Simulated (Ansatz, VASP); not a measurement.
# One calculation of MgO, two programs

File INCAR:

```
PREC = Accurate ; ENCUT = 520
EDIFF = 1E-6 ; ISMEAR = -1
SIGMA = 0.02 ; LREAL = False
LASPH = True ; NELM = 60
ALGO = Normal ; ISIF = 2
LWAVE = False ; LCHARG = False
GGA = PE ; NBANDS = 11
```

KPOINTS

```
Automatic mesh
0
Gamma
  10 10 10
```

File POSCAR:

```
MgO
1.0
    2.5176281586      0.0000000000      0.0000000000
    0.0000000000      2.5176281586      0.0000000000
    0.0000000000      0.0000000000      2.5176281586
Mg O
1 1
Direct
    0.0000000000      0.0000000000      0.0000000000
    0.5000000000      0.5000000000      0.5000000000
```

Input for Ansatz:

```yaml
crystal:
  lattice:
    - [2.5176281586, 0.0, 0.0]
    - [0.0, 2.5176281586, 0.0]
    - [0.0, 0.0, 2.5176281586]
  atoms:
    - { symbol: Mg, position: [0.0, 0.0, 0.0] }
    - { symbol: O, position: [0.5, 0.5, 0.5] }
kpoints:
  mp_grid: { grid: [10, 10, 10] }
  band_path:
    path: [[0.0, 0.0, 0.0], [0.0, 0.5, 0.0], [0.5, 0.5, 0.0], [0.5, 0.5, 0.5]]
    npoints: 1
hamiltonian:
  xc: pbe
scf:
  occupations: { method: fermi_dirac, width: 0.02 }
  n_extra_bands: 4
output:
  forces: true
  stress: true
  eigenvalues: true
```

Change from the starting cell: hydrostatic strain -4.0%.

Alike in both runs: task single point; functional PBE; k mesh 10 × 10 × 10; occupations fermi-dirac, width 0.02 eV; no spin polarisation.

|  | VASP | Ansatz |
| --- | --- | --- |
| version | VASP 6.6.1 | Ansatz 0.2.0 |
| potentials or method | VASP PAW PBE potentials, release 64 (Mg, O) | plane waves, PAW |
| plane-wave cutoff (eV) | 520 | 420 |
| valence electrons in the cell | 8 | 16 |

|  | VASP | Ansatz | Ansatz less VASP |
| --- | --- | --- | --- |
| gap on the k mesh at the Fermi level (eV) | 3.88 | 3.89 | +0.011 |
| pressure (GPa) | 31.2 | 32.0 | +0.73 |

The two sets of potentials don't hold the same shells in valence.

Caveats: so large a pressure means that the cell lies far from this level's equilibrium, or that cutoff or potentials fall short (VASP). A k mesh can miss the band edges.
